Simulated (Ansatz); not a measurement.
## Calculated electrostatic potentials at the N nuclei for Si₃N₄ under strain

Cell: a structure deposited in the COD, relaxed with PBE at fixed cell and then changed (z compressed by 3 %, ions relaxed).

```
Si N
1.0
     7.59500    0.00000    0.00000
    -3.79750    6.57746    0.00000
     0.00000    0.00000    2.81523
Si N
6 8
Direct
  0.76562 0.17320 0.32563
  0.59242 0.76562 0.82563
  0.82680 0.59242 0.32563
  0.23438 0.82680 0.82563
  0.40758 0.23438 0.32563
  0.17320 0.40758 0.82563
  0.02596 0.32927 0.32563
  0.69668 0.02596 0.82563
  0.67073 0.69668 0.32563
  0.97404 0.67073 0.82563
  0.30332 0.97404 0.32563
  0.32927 0.30332 0.82563
  0.33333 0.66667 0.82563
  0.66667 0.33333 0.32563
```

Atoms are numbered from 1 in the order listed; like atoms form one site, named after its first atom.

All values are calculated (Ansatz; DFT, PBE, plane waves and PAW, scalar-relativistic, 420 eV cutoff, Γ-centred 4×4×10 k-points, Fermi–Dirac smearing 0.02 eV), not measured.

The potential at a nucleus is that of all electrons and the other nuclei. A higher potential binds the core electrons more strongly, so differences between sites of one element are the initial-state part of core-level shifts.

Question: Rank the N sites by the potential at the nucleus, lowest first, and give each against the lowest.
A. atom 13: 3 Si at 1.72 Å
B. atom 7: 3 Si at 1.71–1.72 Å

Answer: A (0.00 V), B (0.30 V).

At this changed cell the PBE pressure is 15 GPa.
